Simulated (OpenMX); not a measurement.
Crystal: Li2O.

```
O Li
1.0
     0.00000    2.32685    2.32685
     2.32685    0.00000    2.32685
     2.32685    2.32685    0.00000
O Li
1 2
Cartesian
  0.0000 0.0000 0.0000
  1.1634 1.1634 1.1634
  3.4903 3.4903 3.4903
```

The cell comes from a database or a generator and needn't be the stable form of this composition.

Program: OpenMX 3.8.5. Alike in all runs: task band structure; no spin polarisation; cell as given; smearing fermi-dirac 0.05 eV.

Problem. Order these runs on this cell by their pressure, lowest first.
A. level LDA; potentials or basis OpenMX 2013 LDA set, O6.0-s2p2d1, Li8.0-s3p2, grid cutoff 400 Ry; k mesh 7 × 7 × 7
B. level PBE; potentials or basis OpenMX 2013 PBE set, O6.0-s2p2, Li8.0-s3p1, grid cutoff 400 Ry; k mesh 7 × 7 × 7
C. level PBE; potentials or basis OpenMX 2013 PBE set, O6.0-s3p2d2, Li8.0-s3p2d1, grid cutoff 400 Ry; k mesh 11 × 11 × 11

Solution. A (-6.6 GPa), B (-1.8 GPa), C (-0.1 GPa).

Caveats: the basis of atomic orbitals isn't converged, which shifts pressures, moduli and gaps.
